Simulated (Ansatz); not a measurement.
## ZnSe (Stilleite) under changes of volume

One of the cells (22.757 Å³/atom); the others are scaled copies at fixed shape and fractional positions:

```
Se Zn
1.0
     0.00000    2.83380    2.83380
     2.83380    0.00000    2.83380
     2.83380    2.83380    0.00000
Se Zn
1 1
Direct
  0.75000 0.75000 0.75000
  0.00000 0.00000 0.00000
```

| Quantity | Value |
| --- | --- |
| Program | Ansatz 0.2.0 |
| Functional | HSE06 |
| Potentials or basis | Ansatz PAW |
| Cutoff | 420 eV (not typed: the program's choice for these potentials) |
| k mesh | 4 × 4 × 4 |
| Occupations | fermi-dirac, width 0.05 eV |
| Spin | no spin polarisation |

```tsv
volume (Å³/atom)	energy over the lowest point (meV/atom)	pressure (GPa)	gap on the mesh (eV)
21.391	34.13	6.3	2.72
21.846	18.85	4.5	2.62
22.301	8.44	2.9	2.53
22.757	2.25	1.5	2.44
23.212	0.00	0.2	2.35
23.667	?	?	?
24.122	5.59	-2.1	2.18
```

Q: What does the run at 23.667 Å³/atom give?

A: Energy over the lowest point 1.30 meV/atom; pressure -1.0 GPa; gap on the mesh 2.26 eV.

Worked out: A Birch-Murnaghan fit of order 3 (a polynomial in V^(-2/3)) to the other rows has its minimum at 23.27 Å³/atom with B0 = V·E''(V) = 62 GPa and B' = 4.4. It gives 1.23 meV/atom at 23.667 Å³/atom, against the run's 1.30, and -dE/dV = -1.0 GPa, against -1.0. A straight line through the other rows of the gap, of slope -4.48 eV per unit of ln V (its deformation potential), gives 2.26 eV, against the run's 2.26.

Energies are extrapolated to zero smearing.

Caveats: all runs use coarse meshes; the PAW data sets come from PBE, with cores solved anew for the run's functional, which leaves a small shift of forces and pressure; the thresholds are loose for stress.

Spin-orbit coupling on Se is left out.
